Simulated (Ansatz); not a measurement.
A field-response calculation (clamped ions) of TiO2 (I4_1/amd) from a database structure with the PAW code Ansatz, at the level r2SCAN. The cell was relaxed beforehand with r2SCAN.

input.yaml:
```yaml
crystal:
  lattice:
    - [-1.8888957585, 1.8888957585, 4.7917385078]
    - [1.8888957585, -1.8888957585, 4.7917385078]
    - [1.8888957585, 1.8888957585, -4.7917385078]
  atoms:
    - { symbol: Ti, position: [0.0, 0.0, 0.0] }
    - { symbol: Ti, position: [0.75, 0.25, 0.5] }
    - { symbol: O, position: [0.9572855798, 0.4572855798, 0.5] }
    - { symbol: O, position: [0.2072855798, 0.2072855798, 0.0] }
    - { symbol: O, position: [0.5427144202, 0.0427144202, 0.5] }
    - { symbol: O, position: [0.7927144202, 0.7927144202, 0.0] }
kpoints:
  mp_grid: { grid: [8, 8, 8] }
hamiltonian:
  xc: r2scan
scf:
  occupations: { method: fixed }
dielectric: {}
```

Command: `ansatz run input.yaml --threads 4 --pin off --max-ram 6451MiB --backend cpu --events-out ev --progress --plain --runs-dir out`.

Q: It ran on 4 threads of Arm Neoverse V1, on a shared host, load about 0.2 per core. About how long did it take, and what peak of host memory did it reach?

A: About 3 min, with a peak of 3 GiB.

Output, abridged:
```
Pseudopotential: Ti, paw, valence charge 12, recommended cutoff 500 eV (meta_gga)
Pseudopotential: O, paw, valence charge 6, recommended cutoff 500 eV (meta_gga)
Functional definition: r2SCAN
  parameter k0 = 0.174
  parameter k1 = 0.065
  parameter a1 = 4.9479
  exchange = r2scan_x(k0 = k0, k1 = k1, a1 = a1)
  correlation = r2scan_c
Crystal: 6 atoms, lattice volume = 68.386 Å³
Basis set: ecut = 500 eV, 1693 PW (Γ)
Bands: 30, of which v1, the nominal top of the filled ones, is band 24 counted from 1 (23 counted from 0)
Symmetry: 16 space group operations
k-points: 150 of 512 (irreducible under 2 space group operations, time reversal used)
preconditioner: auto → none  [insulator: Δε(μ)=3.090 eV  ℏωp=25.4 eV]
Free energy (F): -7292.663200 eV
Fermi energy:    6.874287 eV
--- Dielectric response (ions clamped): 3 representative field directions + reference, inside a basis on a mesh of 512 k-points ---
  ε∞ (high-frequency dielectric tensor):
        6.159824     0.000000     0.000000
        0.000000     6.159824     0.000000
        0.000000     0.000000     5.721440
  Born effective charges Z* (e; rows j = field, columns β = displacement):
    site 0:
         6.42683    0.00000    0.00000
         0.00000    6.42683    0.00000
         0.00000    0.00000    5.65424
    site 1:
         6.42683    0.00000    0.00000
         0.00000    6.42683    0.00000
         0.00000    0.00000    5.65424
    site 2:
        -5.30184    0.00000    0.00000
         0.00000   -1.12499    0.00000
         0.00000    0.00000   -2.82712
    site 3:
        -1.12499    0.00000    0.00000
         0.00000   -5.30184    0.00000
         0.00000    0.00000   -2.82712
    site 4:
        -1.12499    0.00000    0.00000
         0.00000   -5.30184    0.00000
         0.00000    0.00000   -2.82712
    site 5:
        -5.30184    0.00000    0.00000
         0.00000   -1.12499    0.00000
         0.00000    0.00000   -2.82712
  ε∞ is read to err by 2.1e-2, Z* by 2.5e-2 e
```

The electronic dielectric tensor ε∞ is 6.16 along x and y, 5.72 along z. Born charges, averaged over directions: Ti +6.17, O -3.08 e.

No spin polarisation and no zero-point or thermal motion.
